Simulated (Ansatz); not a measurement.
Stoichiometric slabs of HfN (Fm-3m (No. 225)), cut along different planes. They are 9 to 12 Å thick, cut from the relaxed bulk and then relaxed; γ is the mean of both faces, φ the top face's.

```xyz
2
Lattice="0.0000 2.2627 2.2627 2.2627 0.0000 2.2627 2.2627 2.2627 0.0000" Properties=species:S:1:pos:R:3 pbc="T T T"
Hf    0.0000    0.0000    0.0000
N     2.2627    2.2627    2.2627
```

Method: DFT r2SCAN, scalar-relativistic, plane waves, PAW in Ansatz 0.2.0. Cutoff 500 eV, k spacing 0.19 to 0.25 Å⁻¹, dipole correction; spin where the bulk is magnetic.

| slab | cell (Å²) | γ as cut (J/m²) | γ relaxed (J/m²) | φ (eV) | bulk gap (eV) |
| --- | --- | --- | --- | --- | --- |
| (100), HfN/HfN | 10.2 | 1.90 | 1.64 | 2.23 | 0.0 |
| (110), HfN/HfN | 14.5 | 3.02 | 2.83 | 3.78 | 0.0 |

Task: Estimate γ for (111), Hf/N (cell 8.9 Å², bulk gap 0.0 eV).

Result: 4.61 J/m² as cut and 2.58 J/m² relaxed, number 2 from the lowest of the 3.

Task: Which of these faces must appear on a crystal's equilibrium shape?

Result: By Wulff's rule each face lies at a distance from the centre in proportion to its γ, so the lowest, (100), HfN/HfN at 1.64 J/m², lies nearest and is sure to appear among those computed; areas also depend on angles and on how many equivalent faces there are.

Where a slab's two faces differ, γ is their mean, each face has its own, which moves with the chemical potentials, and such polar cuts usually reconstruct, which these small cells can't show; the order above holds for the means.

Spin-orbit coupling is left out, which matters for the bands of heavy elements. Spin polarisation was left out, and a magnetic state may lie lower. In some of the runs charge leaks into the vacuum, so their work functions can be off.